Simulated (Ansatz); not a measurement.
# The black arsenene bilayer (AB) between two gates, part 2 of 3

How do the bands of the black arsenene bilayer (AB) follow a displacement field between two gates?

Ansatz 0.2.0; plane-wave DFT, PBE-D3(BJ), Ansatz PAW.

So far. Step 2 (Relaxing the slab): The lattice constant a goes from 4.750 to 4.392 Å.

### Step 3. Gated layer, displacement field 0, start network

The slab is cut off from its images along the normal. Two sheets of opposite charge stand for the gates, so the stack stays neutral in a displacement field; barriers ahead of the sheets keep electrons from leaking to them. The uncharged case sets the zero.

The cell differs from the one that the last finished run ended in (c 46.960 → 45.823 Å).

The input, input.yaml:

```yaml
crystal:
  lattice:
    - [4.3920650979, 0.0, 0.0]
    - [0.0, 3.7233778226, 0.0]
    - [0.0, 0.0, 45.8231850374]
  atoms:
    - { symbol: As, position: [0.0574107883, 0.0, 0.4146597955] }
    - { symbol: As, position: [0.4397986678, 0.5, 0.4146372624] }
    - { symbol: As, position: [0.9395121209, 0.0, 0.467541218] }
    - { symbol: As, position: [0.5578218494, 0.5, 0.4675144693] }
    - { symbol: As, position: [0.0604878791, 0.5, 0.532458782] }
    - { symbol: As, position: [0.4421781506, 0.0, 0.5324855307] }
    - { symbol: As, position: [0.9425892117, 0.5, 0.5853402045] }
    - { symbol: As, position: [0.5602013322, 0.0, 0.5853627376] }
  periodic: [true, true, false]
  symmetry: { detect: true }
kpoints:
  mp_grid: { grid: [16, 20, 1] }
  band_path:
    path:
      - [0, 0, 0]
      - [0.5, 0, 0]
      - [0.5, 0.5, 0]
      - [0, 0, 0]
      - [0, 0.5, 0]
      - [0.5, 0.5, 0]
    npoints: 16
hamiltonian:
  xc: pbe
  dispersion: d3bj
scf:
  occupations: { method: fermi_dirac, width: 0.02585 }
  convergence: { dr2_threshold: 1.0e-10 }
output:
  forces: true
  eigenvalues: true
  dos: { projected: true, e_range: [-3, 3], de: 0.01 }
  write_potential: true
  write_density: true
  volumetric_format: npy
  elf: true
external_charges:
  - { charge: 0, barrier: 10, axis: 3, height: 30.323, sigma: 0.25 }
  - { charge: 0, barrier: 10, axis: 3, height: 15.5, sigma: 0.25 }
```

Started as:

```bash
$ ansatz run input.yaml --threads 4 --pin off --max-ram 8192MiB --backend cpu --events-out ev --progress --plain --runs-dir out
```

Numbers of over 12 decimals in the logs are rounded to 6 here.

The log of the run:

```text
[...]
Crystal: 8 atoms, lattice volume = 749.361 Å³
Basis set: ecut = 420 eV, 14675 PW (Γ), exchange–correlation on 60×50×640 points (8 copies of the dense FFT grid, shifted against one another)
Bands: 72, of which v1, the nominal top of the filled ones, is band 60 counted from 1 (59 counted from 0)
Symmetry: 2 space group operations
k-points: 99 of 320 (time reversal used)
[...]
SCF iter   1: F=—  HF=-38851.401709 eV  |F-HF|=—  |Δ(HF+E_count)|=         —  Δρ=7.97e-4  dr2=8.22e-3  ethr=1.77e-3  ⟨swp⟩=13.9  Hψ=40050  notcnv=0  defer=85
[...]
SCF iter  11: F=-38851.392098 eV  HF=-38851.392098 eV  |F-HF|=8.15e-10  |Δ(HF+E_count)|=   8.72e-9  Δρ=4.05e-8  dr2=2.52e-11  ethr=1.00e-12  ⟨swp⟩=22.2  Hψ=57608  notcnv=0
SCF 1 converged in 11 iterations: F = -38851.392098 eV  dr2 = 2.52e-11
[...]
NSCF: frozen V_eff on 81 k-points
SCF converged after 11 iterations
Free energy (F): -38851.392098 eV
[...]
Internal energy: -38851.391555 eV  (E = F + TS)
E sigma→0 (E₀):  -38851.391827 eV
Entropy (-TS):   -0.000543 eV (-0.068 meV/atom)
Fermi energy:    -4.066338 eV
[...]
--- Forces (eV/Å), atoms and charges each counted from 1 ---
  atom   1  As    -0.00688709    -0.00000000     0.02797598
  atom   2  As     0.00779951     0.00000000     0.02745744
  atom   3  As     0.00334149     0.00000000    -0.01931074
  atom   4  As    -0.00296724    -0.00000000    -0.01949959
  atom   5  As    -0.00334177    -0.00000000     0.01931087
  atom   6  As     0.00296751     0.00000000     0.01949949
  atom   7  As     0.00688864     0.00000000    -0.02798042
  atom   8  As    -0.00780104    -0.00000000    -0.02746158
  external charge   1     0.00000000     0.00000000     0.01479064
  external charge   2     0.00000000     0.00000000    -0.01478273
  max |Σ_I F_I| component, the external charges' with the atoms': 6.49e-7 eV/Å
--- Band table (eV; the first three rows and the last of 99) ---
  k-point 0: bands = [... 56 lower, -6.0867, -5.7271, -4.8307, -4.2825, -4.0408, -2.5955, -2.3865, -2.3455, ... 8 higher]
  k-point 1: bands = [... 56 lower, -6.1279, -5.8344, -4.8153, -4.2976, -4.0188, -2.5800, -2.2387, -2.1887, ... 8 higher]
  k-point 2: bands = [... 56 lower, -6.2133, -6.0755, -4.8076, -4.3669, -3.9535, -2.5421, -1.8229, -1.7653, ... 8 higher]
  k-point 98: bands = [... 56 lower, -6.1611, -6.1611, -6.1491, -6.1491, -1.8070, -1.8070, -1.7939, -1.7939, ... 8 higher]
```

Wall time 11 min (4 threads of AMD EPYC (Zen 3), shared host); peak memory 4.6 GiB; 41 min of CPU time.

The column dr2 measures how far the density is from self-consistency, as an energy; F and HF (Harris–Foulkes) agree once it is small.

This step gave:

```
energy at zero smearing                                                             : -38851.3918 eV
gap along the path                                                                  : 0.05238 eV
smallest direct gap along the path                                                  : 0.2417 eV
gap, the smaller of path and mesh                                                   : 0.05238 eV
potential beyond the upper barrier and gate, less the barrier, from the Fermi level : 4.066 eV
```

Running mean over a fixed 2.7 Å (it still follows the layers) of the planar mean; beyond a gate it holds the 10 eV model barrier. The electron's electrostatic potential energy less the Fermi level by z:

```csv
z (Å),electron's electrostatic potential energy less the Fermi level (eV)
4,14.1
5,14.1
6,14.1
7,14.1
8,14.1
9,14.1
10,14.1
11,14.1
12,14.1
13,14.1
14,13.9
15,10.9
16,7.17
17,3.12
18,-0.0750
19,-2.17
20,-3.10
21,-2.80
22,-1.75
23,-1.31
24,-1.96
25,-3.03
26,-3.12
27,-2.00
28,0.484
29,3.83
30,7.85
31,11.6
32,14.0
33,14.1
34,14.1
35,14.1
36,14.1
37,14.1
38,14.1
39,14.1
40,14.1
41,14.1
42,14.1
```

The density of states has structure finer than the step of the table below, so its rows give means over 0.1 eV, whole bins alone (the curve runs from -3 to 2.02 eV). Peaks (eV: height): -2.67: 6.99, -2.14: 8.55, -1.93: 8.70, 0.68: 6.76, 1.23: 5.91, 1.87: 7.04, 1.95: 9.15.

The density of states by energy, zero at the Fermi level of the run, which the smearing sets inside the gap; means over each step:

energy (eV), density of states (states/eV a cell) and a bar:
```
     -2.9       4.55 #################
     -2.8       4.69 ##################
     -2.7       5.90 #######################
     -2.6       5.95 #######################
     -2.5       5.07 ###################
     -2.4       5.24 ####################
     -2.3       5.46 #####################
     -2.2       6.08 #######################
     -2.1       7.78 ##############################
     -2.0       6.99 ###########################
     -1.9       7.56 #############################
     -1.8       6.52 #########################
     -1.7       5.37 #####################
     -1.6       4.91 ###################
     -1.5       4.90 ###################
     -1.4       4.67 ##################
     -1.3       4.06 ################
     -1.2       3.73 ##############
     -1.1       3.79 ###############
     -1.0       3.44 #############
     -0.9       2.41 #########
     -0.8       2.91 ###########
     -0.7       1.61 ######
     -0.6       1.55 ######
     -0.5       1.30 #####
     -0.4       1.06 ####
     -0.3       0.96 ####
     -0.2       0.45 ##
     -0.1       0.14 
      0.0       0.05 
      0.1       0.48 ##
      0.2       0.61 ##
      0.3       0.87 ###
      0.4       1.33 #####
      0.5       1.93 #######
      0.6       3.19 ############
      0.7       5.04 ###################
      0.8       3.60 ##############
      0.9       2.83 ###########
      1.0       3.43 #############
      1.1       4.43 #################
      1.2       5.62 ######################
      1.3       4.78 ##################
      1.4       4.37 #################
      1.5       4.64 ##################
      1.6       4.88 ###################
      1.7       4.78 ##################
      1.8       5.56 #####################
      1.9       6.71 ##########################
```

Projected DOS per atom over height of the atomic layer and energy from the Fermi level. Layers: As2 As2 As2 As2 from below.

Ten even steps from '_' (0.03 states/eV) to '@' (0.97 states/eV), each cell a mean:
```
########
**++++**
++====++
********
========
========
--------
________
________
________
........
........
--::::--
========
==++++==
**++++**
########
@@%%%%@@
%%####%%
********
########
**++++**
```
Columns: height of the atomic layer (Å) from 19.0 to 26.8 (not evenly spaced); rows upwards: energy from the Fermi level (eV) from -2.98 to 2.02.

Electronic bands along the path, in eV, zero at the Fermi level of the run, which the smearing sets inside the gap:

```csv
point,band 57,band 58,band 59,band 60,band 61,band 62,band 63,band 64
Γ,-2.02,-1.66,-0.76,-0.22,0.03,1.47,1.68,1.72
halfway,-1.67,-1.31,-0.84,-0.83,0.66,1.09,1.36,1.88
X,-1.11,-1.11,-0.81,-0.81,0.93,0.93,1.29,1.29
halfway,-2.15,-2.15,-1.55,-1.55,1.86,1.86,2.98,2.99
S,-2.09,-2.09,-2.08,-2.08,2.26,2.26,2.27,2.27
halfway,-1.88,-1.85,-1.40,-1.04,0.74,1.02,1.58,1.80
Γ,-2.02,-1.66,-0.76,-0.22,0.03,1.47,1.68,1.72
halfway,-1.89,-1.87,-1.03,-1.01,0.51,0.75,1.21,2.05
Y,-2.32,-2.32,-2.17,-2.17,0.81,0.81,0.83,0.83
halfway,-2.28,-2.28,-1.81,-1.81,1.68,1.68,2.09,2.09
S,-2.09,-2.09,-2.08,-2.08,2.26,2.26,2.27,2.27
```

Valence density in the ca plane at fractional y = 0.000, with atoms of As within 0.2 Å of it. It is the smooth field of the valence electrons, not physical close to the nuclei.

Values in e/Å³, 7 rows by 16 columns, each cell a mean:
```
 0  0  1  2  0 13  4  0  0  0  0  0  0  0  0  0
 0  0  0  0  0  1  1  0  0  0  0  1  0  0  0  0
 0  0  0  0  0  0  0  0  1  1  3 11  0  0  0  0
 0  0  0  0  0  0  0  0 13  4  2  8  0  0  0  0
 0  0  0  0  0  0  0  0  6  2  0  1  0  0  0  0
 0  0  1  4  0  0  0  0  0  0  0  0  0  0  0  0
 0  0  2 17  1  5  2  0  0  0  0  0  0  0  0  0
```
Columns run along c (16.0 Å, from fractional 0.35 to 0.69 of the cell), rows up along a (4.4 Å). Atoms in or near the plane, at fractional coordinates: As at (0.41, 0.06), As at (0.47, 0.94), As at (0.53, 0.44), As at (0.59, 0.56).

Electrostatic potential energy in the ca plane at fractional y = 0.000, with atoms of As within 0.2 Å of it. With pseudopotentials it is smooth inside the atoms' cores, unlike the true potential.

Ten even steps from '0' (-21 eV) to '9' (10 eV), each cell a mean:
```
76666640130130399215666666666656666666678999
76666653112441066025666666665544566666678999
76666665555553100145666555654211356666678999
76666666666665433456654334552022035666678999
76666666666666555566641000340398115666678999
76666666666666666666520672030399115666678999
76666666656666666666511995032022035666678999
76666665545566666666520561044211356666678999
76666653112456555666541000355555566666678999
76666530120145433456654334566666666666678999
76666521794033000145665555666666666666678999
76666521895031166125666666666666666666678999
```
Columns run along c (16.0 Å, from fractional 0.35 to 0.69 of the cell; values clipped at the 3rd and 97th percentile), rows up along a (4.4 Å). Atoms in or near the plane, at fractional coordinates: As at (0.41, 0.06), As at (0.47, 0.94), As at (0.53, 0.44), As at (0.59, 0.56).

ELF in the ca plane at fractional y = 0.000, with atoms of As within 0.2 Å of it. It is the smooth field of the valence electrons, not physical close to the nuclei.

Ten even steps from '0' (0.00) to '9' (0.86), each cell a mean:
```
00147999766787423687200000001222100000000000
00025899987666533675100110012444321000000000
00001367765345556652014543234555543100000000
00000012221113455421168876555545676310000000
00000000000001233211499877776423688631000000
00000000000000111001698535787423799852000000
00000001122100000001687333687667999841000000
00000013444210001001477434666789998520000000
00001245555432244420246655543467763100000000
00013577545555678862024555311122210000000000
00136887323677778995101232100000000000000000
00147997433787634897200111000000000000000000
```
Columns run along c (16.0 Å, from fractional 0.35 to 0.69 of the cell), rows up along a (4.4 Å). Atoms in or near the plane, at fractional coordinates: As at (0.41, 0.06), As at (0.47, 0.94), As at (0.53, 0.44), As at (0.59, 0.56).

The gap, the smaller of path and mesh, is 0.052 eV.

### Step 4. Gated layer, displacement field 0.905 V/nm

Changes to input.yaml since step 3:

```diff
@@ -36,3 +36,2 @@
   eigenvalues: true
-  dos: { projected: true, e_range: [-3, 3], de: 0.01 }
   write_potential: true
@@ -40,5 +39,6 @@
   volumetric_format: npy
-  elf: true
 external_charges:
   - { charge: 0, barrier: 10, axis: 3, height: 30.323, sigma: 0.25 }
+  - { charge: -0.008177, axis: 3, height: 31.823, sigma: 0.5 }
   - { charge: 0, barrier: 10, axis: 3, height: 15.5, sigma: 0.25 }
+  - { charge: 0.008177, axis: 3, height: 14.0, sigma: 0.5 }
```

The log of the run:

```text
[...]
Crystal: 8 atoms, lattice volume = 749.361 Å³
Basis set: ecut = 420 eV, 14675 PW (Γ), exchange–correlation on 60×50×640 points (8 copies of the dense FFT grid, shifted against one another)
Bands: 72, of which v1, the nominal top of the filled ones, is band 60 counted from 1 (59 counted from 0)
Symmetry: 2 space group operations
k-points: 99 of 320 (time reversal used)
[...]
SCF iter  13: F=-38851.389445 eV  HF=-38851.389445 eV  |F-HF|=1.09e-10  |Δ(HF+E_count)|=  1.46e-10  Δρ=3.05e-8  dr2=3.56e-11  ethr=1.00e-12  ⟨swp⟩=22.9  Hψ=58064  notcnv=0
SCF 1 converged in 13 iterations: F = -38851.389445 eV  dr2 = 3.56e-11
[...]
SCF converged after 13 iterations
Free energy (F): -38851.389445 eV
[...]
Internal energy: -38851.388897 eV  (E = F + TS)
E sigma→0 (E₀):  -38851.389171 eV
Entropy (-TS):   -0.000548 eV (-0.068 meV/atom)
Fermi energy:    -4.066443 eV
[...]
--- Forces (eV/Å), atoms and charges each counted from 1 ---
  atom   1  As    -0.00392661    -0.00000000     0.02703030
  atom   2  As     0.00486123     0.00000000     0.02647993
  atom   3  As     0.00393172     0.00000000    -0.01803985
  atom   4  As    -0.00358049    -0.00000000    -0.01834947
  atom   5  As    -0.00278289    -0.00000000     0.02013022
  atom   6  As     0.00238638     0.00000000     0.02019791
  atom   7  As     0.00975406     0.00000000    -0.02820349
  atom   8  As    -0.01064339    -0.00000000    -0.02771296
  external charge   1     0.00000000     0.00000000     0.01404467
  external charge   2     0.00000000     0.00000000    -0.00037023
  external charge   3     0.00000000     0.00000000    -0.01557728
  external charge   4     0.00000000     0.00000000     0.00036956
  max |Σ_I F_I| component, the external charges' with the atoms': 6.99e-7 eV/Å
--- Band table (eV; the first three rows and the last of 99) ---
  k-point 0: bands = [... 56 lower, -6.0879, -5.7270, -4.8318, -4.2826, -4.0417, -2.5959, -2.3913, -2.3418, ... 8 higher]
  k-point 1: bands = [... 56 lower, -6.1291, -5.8342, -4.8164, -4.2977, -4.0198, -2.5804, -2.2429, -2.1857, ... 8 higher]
  k-point 2: bands = [... 56 lower, -6.2089, -6.0746, -4.8087, -4.3668, -3.9544, -2.5424, -1.8266, -1.7628, ... 8 higher]
  k-point 98: bands = [... 56 lower, -6.1730, -6.1719, -6.1394, -6.1382, -1.8231, -1.8169, -1.7853, -1.7791, ... 8 higher]
```

It took 12 min on 4 threads; peak memory 3.6 GiB; 42 min of CPU time.

Numbers from this step:

* energy at zero smearing: -38851.3892 eV
* gap along the path: 0.04986 eV
* smallest direct gap along the path: 0.2409 eV
* gap, the smaller of path and mesh: 0.04986 eV
* potential beyond the upper barrier and gate, less the barrier, from the Fermi level: 4.416 eV

Electronic bands along the path, in eV, zero at the Fermi level of the run, which the smearing sets inside the gap:

```csv
point,band 57,band 58,band 59,band 60,band 61,band 62,band 63,band 64
Γ,-2.02,-1.66,-0.77,-0.22,0.02,1.47,1.68,1.72
halfway,-1.67,-1.31,-0.85,-0.82,0.66,1.08,1.36,1.88
X,-1.11,-1.11,-0.81,-0.80,0.93,0.93,1.29,1.29
halfway,-2.15,-2.15,-1.55,-1.54,1.86,1.87,2.98,2.99
S,-2.11,-2.11,-2.07,-2.07,2.24,2.25,2.28,2.29
halfway,-1.88,-1.84,-1.40,-1.04,0.74,1.02,1.58,1.80
Γ,-2.02,-1.66,-0.77,-0.22,0.02,1.47,1.68,1.72
halfway,-1.90,-1.86,-1.04,-1.00,0.51,0.75,1.21,2.04
Y,-2.32,-2.32,-2.17,-2.17,0.81,0.81,0.83,0.83
halfway,-2.28,-2.28,-1.81,-1.81,1.68,1.68,2.09,2.09
S,-2.11,-2.11,-2.07,-2.07,2.24,2.25,2.28,2.29
```

The gap, the smaller of path and mesh, is 0.050 eV.

### Step 5. Gated layer, displacement field 1.81 V/nm

Changes to input.yaml since step 4:

```diff
@@ -41,4 +41,4 @@
   - { charge: 0, barrier: 10, axis: 3, height: 30.323, sigma: 0.25 }
-  - { charge: -0.008177, axis: 3, height: 31.823, sigma: 0.5 }
+  - { charge: -0.016353, axis: 3, height: 31.823, sigma: 0.5 }
   - { charge: 0, barrier: 10, axis: 3, height: 15.5, sigma: 0.25 }
-  - { charge: 0.008177, axis: 3, height: 14.0, sigma: 0.5 }
+  - { charge: 0.016353, axis: 3, height: 14.0, sigma: 0.5 }
```

The log of the run:

```text
[...]
Crystal: 8 atoms, lattice volume = 749.361 Å³
Basis set: ecut = 420 eV, 14675 PW (Γ), exchange–correlation on 60×50×640 points (8 copies of the dense FFT grid, shifted against one another)
Bands: 72, of which v1, the nominal top of the filled ones, is band 60 counted from 1 (59 counted from 0)
Symmetry: 2 space group operations
k-points: 99 of 320 (time reversal used)
[...]
--- Band table (eV; the first three rows and the last of 99) ---
  k-point 0: bands = [... 56 lower, -6.0914, -5.7267, -4.8348, -4.2829, -4.0446, -2.5968, -2.4028, -2.3337, ... 8 higher]
  k-point 1: bands = [... 56 lower, -6.1330, -5.8336, -4.8195, -4.2979, -4.0226, -2.5813, -2.2534, -2.1786, ... 8 higher]
  k-point 2: bands = [... 56 lower, -6.1996, -6.0721, -4.8120, -4.3667, -3.9573, -2.5434, -1.8362, -1.7567, ... 8 higher]
  k-point 98: bands = [... 56 lower, -6.1899, -6.1887, -6.1257, -6.1245, -1.8425, -1.8361, -1.7697, -1.7632, ... 8 higher]
[key lines of the parts left out:]
SCF converged after 13 iterations
Free energy (F): -38851.381488 eV
Fermi energy:    -4.066920 eV
```

Run time: 11 min. Hardware: 4 threads; peak memory 3.6 GiB.

The electronic bands at the labelled points (eV, zero at the Fermi level of the run, which the smearing sets inside the gap):

```csv
point,band 57,band 58,band 59,band 60,band 61,band 62,band 63,band 64
Γ,-2.02,-1.66,-0.77,-0.22,0.02,1.47,1.66,1.73
halfway,-1.67,-1.31,-0.86,-0.81,0.66,1.08,1.36,1.88
X,-1.12,-1.11,-0.81,-0.80,0.93,0.93,1.29,1.29
halfway,-2.15,-2.15,-1.56,-1.54,1.85,1.87,2.98,2.99
S,-2.12,-2.12,-2.06,-2.06,2.22,2.23,2.30,2.30
halfway,-1.88,-1.84,-1.41,-1.04,0.74,1.02,1.58,1.80
Γ,-2.02,-1.66,-0.77,-0.22,0.02,1.47,1.66,1.73
halfway,-1.91,-1.85,-1.05,-0.99,0.51,0.75,1.21,2.04
Y,-2.33,-2.32,-2.17,-2.17,0.80,0.80,0.83,0.84
halfway,-2.28,-2.28,-1.81,-1.81,1.68,1.68,2.09,2.09
S,-2.12,-2.12,-2.06,-2.06,2.22,2.23,2.30,2.30
```

The gap, the smaller of path and mesh, is 0.043 eV.

### Step 6. Gated layer, displacement field 2.71 V/nm

Changes to input.yaml since step 5:

```diff
@@ -41,4 +41,4 @@
   - { charge: 0, barrier: 10, axis: 3, height: 30.323, sigma: 0.25 }
-  - { charge: -0.016353, axis: 3, height: 31.823, sigma: 0.5 }
+  - { charge: -0.02453, axis: 3, height: 31.823, sigma: 0.5 }
   - { charge: 0, barrier: 10, axis: 3, height: 15.5, sigma: 0.25 }
-  - { charge: 0.016353, axis: 3, height: 14.0, sigma: 0.5 }
+  - { charge: 0.02453, axis: 3, height: 14.0, sigma: 0.5 }
```

The log of the run:

```text
[...]
Crystal: 8 atoms, lattice volume = 749.361 Å³
Basis set: ecut = 420 eV, 14675 PW (Γ), exchange–correlation on 60×50×640 points (8 copies of the dense FFT grid, shifted against one another)
Bands: 72, of which v1, the nominal top of the filled ones, is band 60 counted from 1 (59 counted from 0)
Symmetry: 2 space group operations
k-points: 99 of 320 (time reversal used)
[...]
--- Band table (eV; the first three rows and the last of 99) ---
  k-point 0: bands = [... 56 lower, -6.0971, -5.7263, -4.8399, -4.2833, -4.0493, -2.5985, -2.4177, -2.3245, ... 8 higher]
  k-point 1: bands = [... 56 lower, -6.1393, -5.8327, -4.8246, -4.2982, -4.0273, -2.5829, -2.2676, -2.1701, ... 8 higher]
  k-point 2: bands = [... 56 lower, -6.1894, -6.0683, -4.8174, -4.3666, -3.9621, -2.5451, -1.8496, -1.7492, ... 8 higher]
  k-point 98: bands = [... 56 lower, -6.2082, -6.2070, -6.1128, -6.1115, -1.8634, -1.8569, -1.7548, -1.7483, ... 8 higher]
[key lines of the parts left out:]
SCF converged after 14 iterations
Free energy (F): -38851.368225 eV
Fermi energy:    -4.068150 eV
```

Elapsed: 12 min, on 4 threads; peak memory 3.6 GiB.

The gap, the smaller of path and mesh, is 0.034 eV.

(Part 2 of 3 ends here.)

[Logs are printed without paths, hosts, clocks, repeated set-up lines and the standing remarks that a program may print on its own settings, such as how far it seeks lower states.]

[Hosts, paths, dates, database ids (printed as entryN), source tags and the programs' standing remarks are cut or masked in the printed files.]

[Maps of the electrostatic potential energy from Ansatz leave out the sawtooth potential of an applied field or a dipole correction, so their vacuum need not be flat; planar profiles and work functions include it.]
